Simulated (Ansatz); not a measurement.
# GaP (F-43m) in Ansatz: further runs

One crystal, GaP, is run at these levels: HSE06, PBE0; tasks: band structure.

Everything below comes from runs of Ansatz 0.2.0. Logs are shortened: lines on timing, memory, paths and dates and some standing lists are left out, and cuts for length are marked.

**What was measured.**

“Stacking defects in GaP nanowires: Electronic structure and optical properties”, 2018, arxiv:1810.01194 quotes, for a bulk crystal of GaP at 10 K: band gap 2.34 eV (indirect).

How close the calculation comes is told below.

## 1. Starting point

It takes space group F-43m (No. 216, cubic). The conventional cell has a = 5.451 Å, b = 5.451 Å, c = 5.451 Å, α = 90.00°, β = 90.00°, γ = 90.00°. Around Ga (site symmetry -43m) lie 4 P at 2.36 Å. P (site symmetry -43m) has 4 Ga at 2.36 Å as nearest neighbours.

## 2. Band structure, HSE06

input reads:

```
crystal:
  lattice:
    - [0.0, 2.72525, 2.72525]
    - [2.72525, 0.0, 2.72525]
    - [2.72525, 2.72525, 0.0]
  atoms:
    - { symbol: Ga, position: [0.0, 0.0, 0.0] }
    - { symbol: P, position: [0.75, 0.75, 0.75] }
hamiltonian:
  xc: hse06
  pseudopotentials: { kind: paw }
kpoints:
  mp_grid: { grid: [6, 6, 6] }
  band_path:
    path:
      - [[0.0, 0.0, 0.0], [0.5, 0.0, 0.5], [0.5, 0.25, 0.75], [0.375, 0.375, 0.75], [0.0, 0.0, 0.0], [0.5, 0.5, 0.5], [0.625, 0.25, 0.625], [0.5, 0.25, 0.75], [0.5, 0.5, 0.5], [0.375, 0.375, 0.75]]
      - [[0.625, 0.25, 0.625], [0.5, 0.0, 0.5]]
    npoints: 4
scf:
  occupations: { method: fermi_dirac, width: 0.05 }
  n_extra_bands: 6
output:
  forces: true
  stress: true
  eigenvalues: true
  fatbands: false
```

Potentials or basis: Ansatz PAW.

What it wrote:

```text
Warning: output.stress: scf.convergence.dr2_threshold = 1e-7 eV (the SCF's general default) is looser than the 2e-10 eV advised for a printed stress (1e-10 eV for each atom of the cell: 2). What an SCF threshold leaves in a stress goes as its square root, and in the free energy as the threshold itself, and one threshold admits the most on a small cell: of the crystals measured, under no hybrid functional and no lock of the moments, on runs that ended without the residual-converged pass, on stresses that held no estimate of that error, the worst erred by over 100 MPa in a component at 1e-7 eV an atom and by under 5 at 1e-10. Set scf.convergence.dr2_threshold to 2e-10 eV or tighter. The threshold is an SCF's pass mark: one that does not reach it within its budget of iterations ends unconverged, or closes short of it on a stop that the run arms, and scf.convergence.dr2_threshold's page says what that costs each kind of run
Warning: output.stress: scf.exx.energy_threshold = 1e-6 eV is looser than the 2e-8 eV advised for a stress under a hybrid functional (1e-8 eV for each atom of the cell: 2). Every SCF of the exchange loop can meet its threshold on dr2 while the loop round them stops early: no threshold on dr2 bounds what that leaves in the stress. Set scf.exx.energy_threshold to 2e-8 eV or tighter. The threshold is the loop's pass mark: a loop that does not reach it within its budget of cycles ends unconverged, and scf.exx.energy_threshold's page has the law
scf.n_extra_bands = 6 over 9 filled bands (N_el = 18.0): the run solves 15 bands
GPUs: using 1 of 1 available (devices: 1).
Engine: ansatz 0.2.0, x86_64-unknown-linux-gnu
Pseudopotentials: kind: paw
Pseudopotential: Ga, paw, valence charge 13, recommended cutoff 420 eV (normal), Ga.paw.azcp
Pseudopotential: P, paw, valence charge 5, recommended cutoff 420 eV (normal), P.paw.azcp
Functional definition: HSE06
  parameter a = 0.25
  parameter omega = 0.11/bohr
  exchange = pbe_x - a*pbe_x_sr(omega) + a*exact_x_sr(omega)
  correlation = pbe_c
device memory: the entry about to start is reckoned to put 0.4 GiB on a device that reports 67.6 GiB free (of which the cap on the GPU budget leaves the run 18.0 GiB)
GPU FFT provider: cuFFT
GPU libraries: cuBLAS 13.8.2, cuFFT 12.4.0, cuSOLVER 12.3.4
Crystal: 2 atoms, lattice volume = 40.481 Å³
Basis set: ecut = 420 eV, 749 PW (Γ), exchange–correlation on 54×54×54 points (8 copies of the dense FFT grid, shifted against one another)
Bands: 15, of which v1, the nominal top of the filled ones, is band 9 counted from 1 (8 counted from 0)
Symmetry: 24 space group operations
Space group: F-43m (ITA 216), of the structure as read, at distance tolerance 3.4e-5 Å
k-points: 16 of 216 (time reversal used)
Non-local potential: Ga, projectors of the file, l = 0: 2, l = 1: 2, l = 2: 3, l = 3: 1
Non-local potential: P, projectors of the file, l = 0: 2, l = 1: 2, l = 2: 2
PAW form: soft (Blöchl's): semilocal exchange-correlation on the pseudo side does not see the compensation charge
PAW frozen core: Ga, regenerated for the run's functional, and the local potential with it (the file was generated under x = pbe(κ = 0.804, μ = 0.2195149727645171), c = pbe(β = 0.06672455060314922))
PAW frozen core: P, regenerated for the run's functional, and the local potential with it (the file was generated under x = pbe(κ = 0.804, μ = 0.2195149727645171), c = pbe(β = 0.06672455060314922))
PAW one-centre angular grid: Ga, 590 points (default); XC on 64 Gauss nodes
PAW one-centre angular grid: P, 110 points (default); XC on 64 Gauss nodes
Initial density: superposition of atomic densities (neutral atoms: chi_scale 0, normalization atom), corrected by the library's trained network
Initial wavefunctions: pseudopotential atomic-orbital guess
GPU buffer pool allocated for 19683 grid points (all kernels)
GPU transforms: local potential and band sums: pruned to the plane-wave sphere, on 25×25×25
Functional: x = pbe(κ = 0.804, μ = 0.2195149727645171), c = pbe(β = 0.06672455060314922), warm-up for x = pbe(κ = 0.804, μ = 0.2195149727645171) + 0.25 (exact − pbe) at short range (hse, ω = 0.20786987370883472 Å⁻¹), c = pbe(β = 0.06672455060314922); HSE06 as pw.x's `hse` composes it (authors' and Libxc's form: `xc: wpbeh`)
SCF iter   1: F=—  HF=-4539.532634 eV  |F-HF|=—  |Δ(HF+E_count)|=         —  Δρ=1.34e-3  dr2=1.24e-3  ethr=1.77e-3  ⟨swp⟩=10.8  Hψ=1143  notcnv=0
preconditioner: auto → none  [insulator: Δε(μ)=1.635 eV  Ē_g=17.235 eV  σ=0.050 eV  W_gap=1.00  n_scr=14 (ndim 8)  ℏωp=24.8 eV  f_vac=0.011  D(μ)=0.00/eV (n_scr^D=0)]
iter 2 solved again at ethr=6.25e-7 eV; its pass at ethr=6.90e-6 eV (dr2=1.13e-4 eV) is discarded
SCF iter   2: F=-4539.532575 eV  HF=-4539.532581 eV  |F-HF|=5.37e-6  |Δ(HF+E_count)|=   5.37e-5  Δρ=4.83e-4  dr2=1.13e-4  ethr=6.25e-7  ⟨swp⟩=2.8  Hψ=1099  notcnv=0  defer=1
SCF 1 stopped early in 2 iterations: F = -4539.532575 eV  dr2 = 1.13e-4
device memory: the entry about to start is reckoned to put 1.1 GiB on a device that reports 68.2 GiB free (of which the cap on the GPU budget leaves the run 18.0 GiB)
GPU FFT provider: cuFFT
GPU libraries: cuBLAS 13.8.2, cuFFT 12.4.0, cuSOLVER 12.3.4
Initial density: handed on by an earlier stage of this run
Initial wavefunctions: those handed on with the density
GPU buffer pool allocated for 19683 grid points (all kernels)
GPU transforms: local potential and band sums: pruned to the plane-wave sphere, on 25×25×25
Functional: x = pbe(κ = 0.804, μ = 0.2195149727645171) + 0.25 (exact − pbe) at short range (hse, ω = 0.20786987370883472 Å⁻¹), c = pbe(β = 0.06672455060314922); HSE06 as pw.x's `hse` composes it (authors' and Libxc's form: `xc: wpbeh`)
Exchange kernel: α = 0.2500, screened, ω = 0.2079 Å⁻¹, Wigner–Seitz truncation, v(0) = 1046.4276 eV·Å³, q-mesh 6×6×6, nearest image of the exchange supercell L = 23.12 Å, pair-density grid 15×15×15, without the augmentation charges, whose exchange is taken in its separable form by FFT convolution over the k-point mesh (sized by the pseudopotential files, 24×24×24 at the most), smooth part of the exact exchange by density-matrix convolution in up to 2.52 GiB of GPU memory as planned if the GPU has room (build and FFT work areas not counted)
Frozen-core exchange: fock
SCF iter   1: F=—  HF=-4540.606350 eV  |F-HF|=—  |Δ(HF+E_count)|=         —  Δρ=1.29e-2  dr2=2.67e-2  ethr=6.25e-6  ⟨swp⟩=6.2  Hψ=1090  notcnv=0
preconditioner: auto → none  [insulator: Δε(μ)=2.268 eV  Ē_g=20.096 eV  σ=0.050 eV  W_gap=1.00  n_scr=14 (ndim 8)  ℏωp=24.8 eV  f_vac=0.011  D(μ)=0.00/eV (n_scr^D=0)]
SCF iter   2: F=—  HF=-4540.593077 eV  |F-HF|=—  |Δ(HF+E_count)|=   1.33e-2  Δρ=2.55e-3  dr2=2.44e-3  ethr=6.25e-6  ⟨swp⟩=4.0  Hψ=829  notcnv=0
SCF iter   3: F=—  HF=-4540.599314 eV  |F-HF|=—  |Δ(HF+E_count)|=   6.24e-3  Δρ=3.17e-3  dr2=1.48e-3  ethr=6.25e-6  ⟨swp⟩=4.1  Hψ=718  notcnv=0
SCF iter   4: F=—  HF=-4540.599152 eV  |F-HF|=—  |Δ(HF+E_count)|=   1.62e-4  Δρ=1.22e-3  dr2=2.94e-4  ethr=6.25e-6  ⟨swp⟩=2.0  Hψ=384  notcnv=0
SCF iter   5: F=—  HF=-4540.599160 eV  |F-HF|=—  |Δ(HF+E_count)|=   8.36e-6  Δρ=7.55e-5  dr2=1.31e-5  ethr=1.09e-6  ⟨swp⟩=2.3  Hψ=389  notcnv=0
SCF iter   6: F=—  HF=-4540.599324 eV  |F-HF|=—  |Δ(HF+E_count)|=   1.64e-4  Δρ=1.26e-4  dr2=2.92e-6  ethr=2.03e-8  ⟨swp⟩=4.2  Hψ=769  notcnv=0
SCF iter   7: F=-4540.599319 eV  HF=-4540.599319 eV  |F-HF|=1.50e-8  |Δ(HF+E_count)|=   5.16e-6  Δρ=1.68e-5  dr2=1.30e-7  ethr=1.58e-8  ⟨swp⟩=4.0  Hψ=557  notcnv=0
SCF 2 stopped early in 7 iterations: F = -4540.599319 eV  dr2 = 1.30e-7
hybrid outer 1: dexx = +7.549e-3 eV, tail = 2.12e-5 eV
GPU FFT provider: cuFFT
GPU libraries: cuBLAS 13.8.2, cuFFT 12.4.0, cuSOLVER 12.3.4
GPU buffer pool allocated for 19683 grid points (all kernels)
GPU transforms: local potential and band sums: pruned to the plane-wave sphere, on 25×25×25
Exchange kernel: α = 0.2500, screened, ω = 0.2079 Å⁻¹, Wigner–Seitz truncation, v(0) = 1046.4276 eV·Å³, q-mesh 6×6×6, nearest image of the exchange supercell L = 23.12 Å, pair-density grid 15×15×15, without the augmentation charges, whose exchange is taken in its separable form by FFT convolution over the k-point mesh (sized by the pseudopotential files, 24×24×24 at the most), smooth part of the exact exchange by density-matrix convolution in up to 2.52 GiB of GPU memory as planned if the GPU has room (build and FFT work areas not counted)
Frozen-core exchange: fock
SCF iter   1: F=—  HF=-4540.599187 eV  |F-HF|=—  |Δ(HF+E_count)|=         —  Δρ=4.86e-5  dr2=1.42e-6  ethr=5.89e-7  ⟨swp⟩=3.9  Hψ=567  notcnv=0
preconditioner: auto → none  [insulator: Δε(μ)=2.289 eV  Ē_g=19.911 eV  σ=0.050 eV  W_gap=1.00  n_scr=14 (ndim 8)  ℏωp=24.8 eV  f_vac=0.009  D(μ)=0.00/eV (n_scr^D=0)]
SCF iter   2: F=—  HF=-4540.599187 eV  |F-HF|=—  |Δ(HF+E_count)|=   1.36e-7  Δρ=1.41e-5  dr2=9.70e-8  ethr=7.56e-9  ⟨swp⟩=3.8  Hψ=551  notcnv=0
SCF iter   3: F=—  HF=-4540.599188 eV  |F-HF|=—  |Δ(HF+E_count)|=   5.02e-7  Δρ=1.15e-5  dr2=5.35e-8  ethr=1.21e-10  ⟨swp⟩=4.4  Hψ=782  notcnv=0  defer=1
SCF iter   4: F=-4540.599188 eV  HF=-4540.599188 eV  |F-HF|=2.04e-9  |Δ(HF+E_count)|=   1.20e-8  Δρ=7.78e-7  dr2=1.98e-9  ethr=1.21e-10  ⟨swp⟩=3.0  Hψ=526  notcnv=0
SCF 3 converged in 4 iterations: F = -4540.599188 eV  dr2 = 1.98e-9
  Residual-converged pass: ⟨swp⟩=3.0  Hψ=410  notcnv=0  max |occ|·‖R‖ = 2.4e-6 eV (tolerance 2.4e-6 eV)  dr2=1.98e-9  dr2_onsite=3.92e-9  max |Δocc| = 2.4e-19
hybrid outer 2: dexx = +4.992e-7 eV, tail = 2.26e-8 eV, Δε = 2.64e-3 eV (about 9.79e-5 eV left of the loop's levels)
device memory: the entry about to start is reckoned to put 0.3 GiB on a device that reports 64.8 GiB free (of which the cap on the GPU budget leaves the run 18.0 GiB)
NSCF: frozen V_eff on 42 k-points, pencils in batches of 32, up to order 68
hybrid SCF converged: 2 outer / 11 inner (+2 warm-up), last move |dexx| = 4.99e-7 eV, tail = 2.26e-8 eV
Stability not checked: this state was not tested for a lower state beside it, because the functional holds exact exchange (a hybrid, or Hartree-Fock), whose exchange loop this test does not read (fock_operator; see scf.lower_state_search)
Free energy (F): -4540.599188 eV
Frozen-core exchange: fock
Harris-Foulkes:  -4540.599188 eV  (|F-HF|=2.04e-9)
Internal energy: -4540.599188 eV  (E = F + TS)
E sigma→0 (E₀):  -4540.599188 eV
Fermi energy:    7.795297 eV
--- Per-component energies (eV) ---
  E_band       = -95.622133
  E_kinetic    = 185.364827
  E_local      = -2203.996824  (includes V_loc(G=0)·N_el)
  E_nonlocal   = 459.978609
  E_hartree    = 1022.597806
  E_xc         = -105.667585
  E_vxc        = -95.855630  (∫ρ·V_xc dr)
  E_exx        = -56.281125  (= α·E_x^exact, valence–valence)
  E_paw        = -2529.986440  (= ΣΔE_a)
  E_vpaw       = -373.746086  (= ΣTr[D̂ρ^β])
  E_aug_tail   = -0.000107  (compensation charges beyond the density's cutoff)
  E_ewald      = -1312.644944
  E_core_change = 0.036594  (= ΣΔE_core)
  E_smearing   = -0.000000  (= −TS)
  E_closure    = 0.000000  (closes the sum)
  Σ components = -4540.599188   (vs F -4540.599188, Δ=0.00e0)
--- Forces (eV/Å), atoms counted from 1 ---
  atom   1  Ga    -0.00000000     0.00000000     0.00000000
  atom   2  P      0.00000000    -0.00000000     0.00000000
  max |Σ_I F_I| component: 3.93e-17 eV/Å
--- Stress (GPa, compression-positive) ---
        0.736525      -0.000000      -0.000000
       -0.000000       0.736525       0.000000
       -0.000000       0.000000       0.736525
  P = ⅓ Tr σ = 0.7365 GPa (7.365 kbar)
--- Band table (eV; the first three rows and the last of 16) ---
  k-point 0: bands = ["-10.4570", "-10.4570", "-10.4570", "-10.3557", "-10.3557", "-7.1272", "6.6526", "6.6526", "6.6526", "9.4531", "11.4208", "11.4208", "11.4208", "16.5100", "17.4992"]
  k-point 1: bands = ["-10.4716", "-10.4499", "-10.4499", "-10.3558", "-10.3558", "-6.7459", "4.1412", "6.2590", "6.2590", "9.9845", "12.0078", "12.0078", "12.6347", "16.6134", "16.6134"]
  k-point 2: bands = ["-10.4995", "-10.4379", "-10.4379", "-10.3532", "-10.3532", "-5.7232", "0.9980", "5.6739", "5.6739", "9.4079", "12.3854", "12.3854", "15.3492", "17.3698", "17.3698"]
  k-point 15: bands = ["-10.5350", "-10.4153", "-10.4006", "-10.3751", "-10.3444", "-3.8526", "-0.4990", "2.9770", "3.1256", "10.8780", "11.1970", "15.3260", "15.3372", "19.5932", "19.8660"]
```

Wall time 54 s (1 × NVIDIA H100 80GB HBM3 with 2 threads of AMD EPYC 7R13 (Zen 3), shared host); peak memory 1.8 GiB.

Results:

| Quantity | Value |
| --- | --- |
| Free energy | -4540.5992 eV |
| Pressure | 0.7 GPa |
| Band gap on the k mesh | 2.29 eV, indirect (least direct gap 2.80 eV) |
| Band gap along the path | 2.29 eV, indirect (least direct gap 2.80 eV) |

Levels at the corners of the path, in eV from the valence-band top:
```csv
point,band 7,band 8,band 9,band 10,band 11,band 12
Γ,0.00,0.00,0.00,2.80,4.77,4.77
X,-7.33,-2.93,-2.93,2.29,2.56,12.05
W,-7.08,-3.90,-3.69,5.50,5.98,7.03
K,-7.09,-4.28,-2.45,2.91,5.74,9.42
Γ,0.00,0.00,0.00,2.80,4.77,4.77
L,-7.24,-1.21,-1.21,2.51,5.61,5.61
U,-7.09,-4.28,-2.45,2.91,5.74,9.42
W,-7.08,-3.90,-3.69,5.50,5.98,7.03
L,-7.24,-1.21,-1.21,2.51,5.61,5.61
K,-7.09,-4.28,-2.45,2.91,5.74,9.42
U,-7.09,-4.28,-2.45,2.91,5.74,9.42
X,-7.33,-2.93,-2.93,2.29,2.56,12.05
```

Caveat: the PAW data sets come from PBE, with cores solved anew for the run's functional, which leaves a small shift of forces and pressure; the thresholds are loose for stress.

## 3. Band structure, PBE0

input, as its differences from that of step 2:

```diff
@@ -9,3 +9,3 @@
 hamiltonian:
-  xc: hse06
+  xc: pbe0
   pseudopotentials: { kind: paw }
@@ -26 +26,5 @@
   fatbands: false
+  write_density: true
+  write_potential: true
+  elf: true
+  volumetric_format: npy
```

Potentials or basis: Ansatz PAW.

Wall time 42 s (1 × NVIDIA H100 80GB HBM3 with 2 threads of AMD EPYC 7R13 (Zen 3), shared host); peak memory 2.1 GiB.

The run converged. Its results:

```
Free energy             : -4540.8171 eV
Pressure                : 0.5 GPa
Band gap on the k mesh  : 2.96 eV, indirect (least direct gap 3.45 eV)
Band gap along the path : 2.96 eV, indirect (least direct gap 3.45 eV)
```

Levels at the corners of the path, in eV from the valence-band top:
```tsv
point	band 5	band 6	band 7	band 8	band 9	band 10	band 11	band 12	band 13	band 14
Γ	-17.09	-13.88	0.00	0.00	0.00	3.45	5.45	5.45	5.45	10.54
X	-17.07	-10.67	-7.43	-2.97	-2.97	2.96	3.24	12.78	12.78	13.29
W	-17.08	-10.57	-7.17	-3.97	-3.77	6.21	6.70	7.74	7.86	13.73
K	-17.08	-10.71	-7.19	-4.36	-2.49	3.59	6.45	10.14	10.18	11.24
Γ	-17.09	-13.88	0.00	0.00	0.00	3.45	5.45	5.45	5.45	10.54
L	-17.08	-11.65	-7.34	-1.23	-1.23	3.17	6.31	6.31	9.94	12.86
U	-17.08	-10.71	-7.19	-4.36	-2.49	3.59	6.45	10.14	10.18	11.24
W	-17.08	-10.57	-7.17	-3.97	-3.77	6.21	6.70	7.74	7.86	13.73
L	-17.08	-11.65	-7.34	-1.23	-1.23	3.17	6.31	6.31	9.94	12.86
K	-17.08	-10.71	-7.19	-4.36	-2.49	3.59	6.45	10.14	10.18	11.24
U	-17.08	-10.71	-7.19	-4.36	-2.49	3.59	6.45	10.14	10.18	11.24
X	-17.07	-10.67	-7.43	-2.97	-2.97	2.96	3.24	12.78	12.78	13.29
```

Caveat: the PAW data sets come from PBE, with cores solved anew for the run's functional, which leaves a small shift of forces and pressure; the thresholds are loose for stress.

## 4. Against experiment

Step 2. A measured gap of GaP is 2.34 eV (indirect; 10 K; quoted in “Stacking defects in GaP nanowires: Electronic structure and optical properties”, 2018, arxiv:1810.01194); the calculated 2.29 eV misses it by -0.05 eV. Spin-orbit coupling on Ga is left out. The value is that of HSE06, without temperature or zero-point motion.

Step 3. A measured gap of GaP is 2.34 eV (indirect; 10 K; quoted in “Stacking defects in GaP nanowires: Electronic structure and optical properties”, 2018, arxiv:1810.01194); the calculated 2.96 eV misses it by +0.62 eV. Spin-orbit coupling on Ga is left out. The value is that of PBE0, without temperature or zero-point motion.
